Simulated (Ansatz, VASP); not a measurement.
**One calculation of NaCl, two programs**

```
CELL_PARAMETERS angstrom
0.00000 2.80027 2.80027
2.80027 0.00000 2.80027
2.80027 2.80027 0.00000
ATOMIC_POSITIONS crystal
Na 0.00000 0.00000 0.00000
Cl 0.50000 0.50000 0.50000
```

Alike in both runs: functional PBEsol; k mesh 8 × 8 × 8; occupations gaussian, width 0.02 eV; no spin polarisation.

Ansatz relaxed the structure, and its values are those at the end. VASP's run is a single point on that final structure, the one shown.

```csv
,VASP,Ansatz
version,VASP 6.6.1,Ansatz 0.2.0
potentials or method,"VASP PAW PBE potentials, release 64 (Na_pv, Cl)","scalar-relativistic, plane waves, PAW"
plane-wave cutoff (eV),520,420
valence electrons in the cell,14,16
```

```csv
,VASP,Ansatz,Ansatz less VASP
gap on the k mesh at the Fermi level (eV),5.01,5.01,+0.004
least direct gap on the mesh (eV),5.01,5.01,+0.004
pressure (GPa),0.0,0.0,-0.02
```

The two sets of potentials don't hold the same shells in valence.

Caveats: the PAW data sets were made with another functional, which shifts forces and pressure a little (VASP).
